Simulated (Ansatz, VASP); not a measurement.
# One calculation of Au, two programs

```
Au
1.0
     3.02175    0.00000    0.00000
    -1.51088    2.61691    0.00000
     0.00000    0.00000   10.11761
Au
4
Direct
  0.00000 0.00000 0.00000
  0.00000 0.00000 0.50000
  0.33333 0.66667 0.25000
  0.66667 0.33333 0.75000
```

Alike in both runs: task single point; functional RPBE; k mesh 14 × 14 × 4; occupations fermi-dirac, width 0.1 eV; no spin polarisation.

|  | VASP | Ansatz |
| --- | --- | --- |
| version | VASP 6.6.1 | Ansatz 0.2.0 |
| potentials or method | VASP PAW PBE potentials, release 64 (Au) | plane waves (420 eV) with PAW, scalar-relativistic |
| plane-wave cutoff (eV) | 520 | 420 |
| valence electrons in the cell | 44 | 76 |

Ansatz gave:

* pressure (GPa): -7.2
* largest component of the traceless stress (GPa): 0.13

Question: Estimate VASP's values.

Answer: Pressure (GPa): -7.3; largest component of the traceless stress (GPa): 0.14.

The two sets of potentials don't hold the same shells in valence.

Caveats: the PAW data sets were made with another functional, which shifts forces and pressure a little (VASP). The runs have no spin-orbit coupling, so splittings on Au are missing.
